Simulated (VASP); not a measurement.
Crystal: W.

```
W
1.0
    -1.58234    1.58234    1.58234
     1.58234   -1.58234    1.58234
     1.58234    1.58234   -1.58234
W
1
Cartesian
  0.0000 0.0000 0.0000
```

```yaml
Program: VASP 6.6.1
Task: relaxation of cell and atoms
Functional: SCAN
Potentials_or_basis: VASP PAW PBE potentials, release 64 (W_sv)
Cutoff: 600 eV
k_mesh: 12 × 12 × 12
Occupations: fermi-dirac, width 0.05 eV
Spin: no spin polarisation
```

At the start: pressure -3.7 GPa; volume 15.85 Å³/atom.

Q: Where does the relaxation end?

A: Over 4 steps the energy falls by 2.2 meV/atom and the volume is 15.66 Å³/atom (-1.2 %); space group Im-3m (No. 229, to 0.05 Å).

Step by step:
```csv
step,energy change (eV),largest force (eV/Å),pressure (GPa),volume (Å³)
1,0.0000,0.0000,-3.72,15.85
2,0.0261,0.0000,14.69,15.02
3,-0.0022,0.0000,-0.08,15.66
4,-0.0022,0.0000,-0.01,15.66
```

Final structure:
```yaml
crystal:
  lattice:
    - [-1.57604, 1.57604, 1.57604]
    - [1.57604, -1.57604, 1.57604]
    - [1.57604, 1.57604, -1.57604]
  atoms:
    - { symbol: W, position: [0.00000, 0.00000, 0.00000] }
```

Caveat: the PAW data sets were made with another functional, which shifts forces and pressure a little.
